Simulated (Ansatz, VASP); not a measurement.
SnSe: VASP beside Ansatz

```
Sn Se
1.0
     5.16923    0.00000    0.00000
     0.00000    5.16923    0.00000
     0.00000    0.00000    4.42724
Sn Se
2 2
Direct
  0.00000 0.50000 0.28965
  0.50000 0.00000 0.71035
  0.00000 0.00000 0.00000
  0.50000 0.50000 0.00000
```

Alike in both runs: functional PBE; k mesh 8 × 8 × 8; occupations gaussian, width 0.02 eV; no spin polarisation.

Ansatz relaxed the structure, and its values are those at the end. VASP's run is a single point on that final structure, the one shown.

```csv
,VASP,Ansatz
version,VASP 6.6.1,Ansatz 0.2.0
potentials or method,"VASP PAW PBE potentials, release 64 (Sn_d, Se)","scalar-relativistic, plane waves, PAW"
plane-wave cutoff (eV),520,420
valence electrons in the cell,40,60
```

VASP gave:

```
gap on the k mesh at the Fermi level (eV) : 0.42
least direct gap on the mesh (eV)         : 0.64
pressure (GPa)                            : 0.0
rms of the force components (eV/Å)        : 0.000
```

Question: Estimate Ansatz's values.

Answer: gap on the k mesh at the Fermi level (eV): 0.41; least direct gap on the mesh (eV): 0.65; pressure (GPa): 0.0; rms of the force components (eV/Å): 0.004.

The two sets of potentials don't hold the same shells in valence.

Caveats: spin-orbit coupling is left out, which moves the levels of the heavy elements. A k mesh can miss the band edges.
